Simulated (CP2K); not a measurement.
Crystal: BAs.

```xyz
2
Lattice="3.3778 0.0000 0.0000 1.6889 2.9253 0.0000 1.6889 0.9751 2.7580" Properties=species:S:1:pos:R:3 pbc="T T T"
As    5.0668    2.9253    2.0685
B     0.0000    0.0000    0.0000
```

Base run:

| Quantity | Value |
| --- | --- |
| Program | CP2K 2026.2 |
| Functional | HLE16 |
| Potentials or basis | GTH_POTENTIALS As GTH-PBE-q5, B GTH-PBE-q3; DZVP-MOLOPT-SR-GTH basis |
| Density cutoff | 6123 eV |
| k mesh | 10 × 10 × 10 |
| Occupations | fermi-dirac, width 0.05 eV |
| Spin | no spin polarisation |

Its results: band gap on the k mesh 1.83 eV, indirect (least direct gap 3.47 eV); pressure -21.0 GPa.

**Question.** The run is repeated on the same cell with these changes: functional from HLE16 to PBE. What comes out?

**Answer.** Band gap on the k mesh 1.23 eV, indirect (least direct gap 3.34 eV); pressure 3.8 GPa.

Caveats: the basis of atomic orbitals isn't converged, which shifts pressures, moduli and gaps; the potentials were made for a functional far from this one (some runs); the potentials were made for another functional, which shifts forces and pressure (some runs).
